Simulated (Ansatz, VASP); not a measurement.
GaN: VASP beside Ansatz

```
CELL_PARAMETERS angstrom
0.00000 2.13524 2.13524
2.13524 0.00000 2.13524
2.13524 2.13524 0.00000
ATOMIC_POSITIONS crystal
Ga 0.00000 0.00000 0.00000
N 0.50000 0.50000 0.50000
```

Measurements of this composition are mostly on another form, of space group No. 186.

Alike in both runs: task single point; functional PBEsol; k mesh 8 × 8 × 8; no spin polarisation.

|  | VASP | Ansatz |
| --- | --- | --- |
| version | VASP 6.6.1 | Ansatz 0.2.0 |
| potentials or method | VASP PAW PBE potentials, release 64 (Ga_d, N) | plane waves, PAW |
| plane-wave cutoff (eV) | 520 | 571 |
| occupations | gaussian, width 0.01 eV | fixed |
| valence electrons in the cell | 18 | 18 |

```csv
,VASP,Ansatz,Ansatz less VASP
gap on the k mesh at the Fermi level (eV),0.34,0.35,+0.010
pressure (GPa),-7.3,-7.8,-0.49
```

Caveats: the PAW data sets were made with another functional, which shifts forces and pressure a little (VASP).
